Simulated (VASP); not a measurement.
Here is the system:

```xyz
4
Lattice="1.7930 -3.1056 0.0000 1.7930 3.1056 0.0000 0.0000 0.0000 5.7834" Properties=species:S:1:pos:R:3 pbc="T T T"
In     1.7930    -1.0352     2.8908
In     1.7930     1.0352     5.7825
N      1.7930    -1.0352     5.0845
N      1.7930     1.0352     2.1928
```

Computed with PBE GGA, VASP's PBE PAW potentials (set 64) (plane waves; VASP 6.6.1). Numerical set-up: 520 eV cut-off, Gaussian smearing of 0.050 eV, potentials In_d N.

Q: Give the energies of bands 13 to 20 at the high-symmetry points, in eV from the Fermi level.

A: 
```tsv
band	Γ	M	K	A	L	H
13	-5.54	-5.20	-4.47	-3.31	-5.25	-4.97
14	-0.83	-4.36	-4.47	-3.31	-5.25	-4.97
15	-0.83	-3.23	-4.03	-0.42	-1.54	-3.14
16	-0.36	-2.19	-2.23	-0.42	-1.54	-3.14
17	-0.01	-1.60	-2.23	-0.42	-1.46	-1.16
18	0.00	-0.82	-2.01	-0.42	-1.46	-1.16
19	0.00	3.67	4.94	2.24	3.34	5.03
20	2.62	4.38	5.52	2.24	3.34	5.03
```

It has no gap at this level: it comes out as a metal or semimetal.

The compound is InN in the wurtzite structure. It was relaxed first.
